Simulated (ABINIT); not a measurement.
CaO:

```
Ca O
1.0
     0.00000    2.40356    2.40356
     2.40356    0.00000    2.40356
     2.40356    2.40356    0.00000
Ca O
1 1
Direct
  0.00000 0.00000 0.00000
  0.50000 0.50000 0.50000
```

The cell is a database's computed one.

Base run:

```yaml
Program: ABINIT 10.8.3 (patched build)
Functional: LDA
Potentials_or_basis: PseudoDojo NC SR LDA v0.4 stringent
Cutoff: 1252 eV
k_mesh: 10 × 10 × 10
Occupations: fermi-dirac, width 0.05 eV
Spin: no spin polarisation
```

Its results: band gap on the k mesh 3.49 eV, indirect (least direct gap 3.86 eV); pressure -7.2 GPa.

Q: The run is repeated on the same cell with these changes: functional from LDA to RPBE; potentials or basis from PseudoDojo NC SR LDA v0.4 stringent to JTH PAW PBE v2.0; cutoff from 1252 eV to 626 eV. What comes out?

A: Band gap on the k mesh 3.76 eV, indirect (least direct gap 4.13 eV); pressure 5.2 GPa.

Caveats: the PAW data sets were made with another functional, which shifts forces and pressure a little (some runs).
